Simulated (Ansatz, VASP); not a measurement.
# Cu: 3 runs at one level of theory

The starting cell:

```xyz
1
Lattice="0.0000 1.8075 1.8075 1.8075 0.0000 1.8075 1.8075 1.8075 0.0000" Properties=species:S:1:pos:R:3 pbc="T T T"
Cu    0.0000    0.0000    0.0000
```

Alike in all runs: task relaxation of cell and atoms; functional PBE; dispersion D4; k mesh 13 × 13 × 13; occupations fermi-dirac, width 0.05 eV; no spin polarisation; no spin-orbit coupling.

| program and potentials | plane-wave cutoff (eV) | notes | equilibrium volume (Å³/atom) |
| --- | --- | --- | --- |
| Ansatz, Ansatz PAW | 420 | 19 valence electrons an atom on average | 11.39 |
| Ansatz, all-electron LAPW, scalar-relativistic | - | - | 11.40 |
| VASP, PBE PAW files Cu, 600 eV | 600 | 11 valence electrons an atom on average | 11.44 |

The equilibrium volume spans 11.39 (Ansatz, Ansatz PAW) to 11.44 Å³/atom (VASP, PBE PAW files Cu, 600 eV), with all-electron results at 11.40. Relaxations stop with a little pressure left, so the last digit of a volume isn't settled.

Differences between rows come from potentials, basis sets and numerical settings, since the functional is the same but for its coding. Runs on potential files found faulty are left out.
